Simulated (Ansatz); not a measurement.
# Ta16S: the cost of one run

Program: Ansatz 0.2.0. Level of theory: DFT PBE, scalar-relativistic, plane waves, PAW. These are calculated values, not measurements.

6 further runs of the same task are left out: 6 set aside as unsound or not needed.

**1. The system as given**

It takes space group Im-3m (No. 229, cubic). Conventional cell: a = 3.319 Å, b = 3.319 Å, c = 3.319 Å, α = 90.00°, β = 90.00°, γ = 90.00°. Around Ta (site symmetry m-3m) lie 8 Ta at 2.87 Å.

As a file:

```
CELL_PARAMETERS angstrom
-1.65948 1.65948 1.65948
1.65948 -1.65948 1.65948
1.65948 1.65948 -1.65948
ATOMIC_POSITIONS crystal
Ta 0.00000 0.00000 0.00000
```

It is the result of an earlier relaxation at this level (volume 18.28 Å³/atom; gap on the mesh: none (metal)).

**3. Setting up the map**

Atoms count from 1 in the order of the input.

S is moved over the surface cell; relaxed at each place: the height of the adsorbate's atoms; substrate rigid; the origin of the map has the adsorbate above Ta13.

First coordinate, position of S17 along the first surface vector, from above Ta13: 8 values from 0.000 to 0.875, periodic. Second coordinate, position of S17 along the second surface vector, from above Ta13: 8 values from 0.000 to 0.875, periodic.

Relaxed at each point: the height of the adsorbate's atoms; substrate rigid. Points are written as (first, second).

The two vectors of the plane (Å): (3.319, 0.000, 0.000); (0.000, 3.319, 0.000).

(The set-up runs are not shown.)

**4. Grid point (0/8, 0/8) of the map's two axes**

Input file input.yaml:

```yaml
crystal:
  lattice:
    - [6.6379342675, 0.0, 0.0]
    - [0.0, 6.6379342675, 0.0]
    - [0.0, 0.0, 20.2996557315]
  atoms:
    - { symbol: Ta, position: [0.25, 0.25, 0.1970476767] }
    - { symbol: Ta, position: [0.25, 0.75, 0.1970476767] }
    - { symbol: Ta, position: [0.75, 0.25, 0.1970476767] }
    - { symbol: Ta, position: [0.75, 0.75, 0.1970476767] }
    - { symbol: Ta, position: [0.0, 0.0, 0.2787970221] }
    - { symbol: Ta, position: [0.0, 0.5, 0.2787970221] }
    - { symbol: Ta, position: [0.5, 0.0, 0.2787970221] }
    - { symbol: Ta, position: [0.5, 0.5, 0.2787970221] }
    - { symbol: Ta, position: [0.25, 0.25, 0.3599139031] }
    - { symbol: Ta, position: [0.25, 0.75, 0.3599139031] }
    - { symbol: Ta, position: [0.75, 0.25, 0.3599139031] }
    - { symbol: Ta, position: [0.75, 0.75, 0.3599139031] }
    - { symbol: Ta, position: [0.0, 0.0, 0.4334879294] }
    - { symbol: Ta, position: [0.0, 0.5, 0.4334879294] }
    - { symbol: Ta, position: [0.5, 0.0, 0.4334879294] }
    - { symbol: Ta, position: [0.5, 0.5, 0.4334879294] }
    - { symbol: S, position: [0.0, 0.0, 0.5694508264] }
basis:
  ecutwfc: 420
kpoints:
  mp_grid: { grid: [4, 4, 1] }
hamiltonian:
  xc: pbe
  pseudopotentials: { kind: paw, azcp: { folder: soft_1 } }
scf:
  occupations: { method: gaussian, width: 0.1 }
output:
  forces: true
  eigenvalues: true
relax:
  adjacent_minimum: "off"
  f_tol: 0.025
  max_steps: 16
  constraints:
    - { sites: [0, 1, 2, 3, 4, 5, 6, 7, 8, 9, 10, 11, 12, 13, 14, 15] }
    - { sites: [16], fix: xy }
efield:
  axis: 3
  dipole_correction: true
  ramp_width: 0.04
```

On the command line:

```
$ ansatz run input.yaml --threads 4 --pin off --max-ram 12288MiB --backend cpu --events-out ev --progress --plain --runs-dir out
```

**Question.** How long does this run take on 4 threads of Intel Xeon Platinum 8259CL at 2.50GHz (Skylake/Cascade Lake), shared host, and how much memory does it need?

About 89 s, with a peak of 2.3 GiB.
